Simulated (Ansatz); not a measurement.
Here is an Ansatz 0.2.0 calculation.

Contents of input.yaml:

```yaml
crystal:
  lattice:
    - [2.7058, 0.0, 0.0]
    - [-1.3529, 2.3432915376, 0.0]
    - [0.0, 0.0, 4.2819]
  atoms:
    - { symbol: Ru, position: [0.6666666667, 0.3333333333, 0.75] }
    - { symbol: Ru, position: [0.3333333333, 0.6666666667, 0.25] }
kpoints:
  mp_grid: { grid: [11, 11, 6] }
scf:
  occupations: { method: fermi_dirac, width: 0.05 }
hamiltonian:
  xc: revpbe
  dispersion: d4
  pseudopotentials: { kind: all_electron, lapw: { basis_error: 0.001 } }
output:
  forces: true
  stress: true
relax:
  f_tol: 0.01
  max_steps: 60
  cell: {}
```

Potentials or basis: all-electron LAPW, scalar-relativistic.

Launch:

```sh
$ ansatz run input.yaml --threads 1 --pin off --max-ram 3072MiB --backend cpu --events-out ev --progress --plain --runs-dir out
```

(1) Estimate the space group after relaxing (to 0.05 Å).

(2) Estimate the relaxed volume.

(3) What does it give for the relaxed cell?

Results:

(1) P6_3/mmc (No. 194).

(2) 13.48 Å³/atom.

(3) a = 2.699 Å, b = 2.699 Å, c = 4.273 Å, α = 90.00°, β = 90.00°, γ = 120.00°.
